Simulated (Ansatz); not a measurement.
# Leakage through MgO between V(100) and V(100): one more thickness

The current through thinner MgO barriers is known. What leaks through 5 layers at 0.25 V?

Set-up. Ansatz 0.2.0, plane waves with PAW datasets, PBE; a slab with two metal leads whose outer parts are reservoirs, with density and current solved under bias (Landauer, 300 K). The MgO is strained to the lead's lattice, the interfaces are relaxed in a short slab (PBE+D3(BJ)), and bulk layers are laid on.

The runs, with one result withheld:

```tsv
layers of MgO	cell length (Å)	drop between the leads' cuts at 0.25 V (V)	current density at 0.25 V (A/m²)
1	61.40	0.216	7.25×10¹³
2	63.45	0.247	4.75×10¹²
3	65.56	0.250	2.42×10¹¹
4	67.64	0.250	1.04×10¹⁰
5	69.72	0.250	?
```

Worked fit:

Deep in a barrier the current should fall by a fixed factor for each layer; the steps shown give 15, 20 and 23 per layer. A straight line through ln J for 2, 3 and 4 layers has the slope −3.063 per layer, a factor of 21; with about 2.09 Å per layer that is β = 1.5 Å⁻¹. Then J = exp(35.344 − 3.063 × 5). Predicted: 5.00×10⁸ A/m².

**The withheld run.**

7.88×10⁸ A/m², so the prediction is 37 % too low. From 4 to 5 layers the current falls by 13 per layer, against the fitted 21. The steps are uneven, so one factor describes this series only roughly.

**Limits.** On every other k-point the currents of these runs, at any bias, move by up to 32 %. A semilocal functional makes the barrier's gap too small; each thickness has its own relaxed interfaces.

[Logs are printed without paths, hosts, clocks, repeated set-up lines and the standing remarks that a program may print on its own settings, such as how far it seeks lower states.]
